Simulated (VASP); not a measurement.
# Au: single point with RPBE

The system is Au.

```
Au
1.0
    -1.66783    1.66783    1.66783
     1.66783   -1.66783    1.66783
     1.66783    1.66783   -1.66783
Au
1
Direct
  0.00000 0.00000 0.00000
```

This isn't the form of Au at room conditions, which is fcc.

```yaml
Program: VASP 6.6.1
Task: single point
Functional: RPBE
Potentials_or_basis: VASP PAW PBE potentials, release 64 (Au)
Cutoff: 520 eV
k_mesh: 22 × 22 × 22
Occupations: fermi-dirac, width 0.1 eV
Spin: no spin polarisation
Dipole_correction: no
Further_INCAR_settings: ALGO = Fast; EDIFF = 1e-06; NBANDS = 12
```

- Pressure: 0.0 GPa
- Band gap on the k mesh: none (metal or under the smearing width)

Levels at points of the mesh, in eV from the Fermi level:
| k point | band 3 | band 4 | band 5 | band 6 | band 7 | band 8 | band 9 | band 10 |
| --- | --- | --- | --- | --- | --- | --- | --- | --- |
| (0.00, 0.00, 0.00) | -4.46 | -4.46 | -2.79 | -2.79 | 16.45 | 16.45 | 16.45 | 22.85 |
| (0.50, 0.00, 0.00) | -2.92 | -2.63 | -1.47 | -0.27 | 3.09 | 12.30 | 13.34 | 20.59 |
| (0.50, 0.50, 0.50) | -1.79 | -1.79 | -1.79 | 6.23 | 6.23 | 6.23 | 8.77 | 15.08 |

Run time: 40 s on 1 thread of Intel(R) Xeon(R) Platinum 8488C (Sapphire Rapids) (shared host), peak memory 0.2 GiB.

Caveat: the PAW data sets were made with another functional, which shifts forces and pressure a little. The run has no spin-orbit coupling, so splittings on Au are missing.
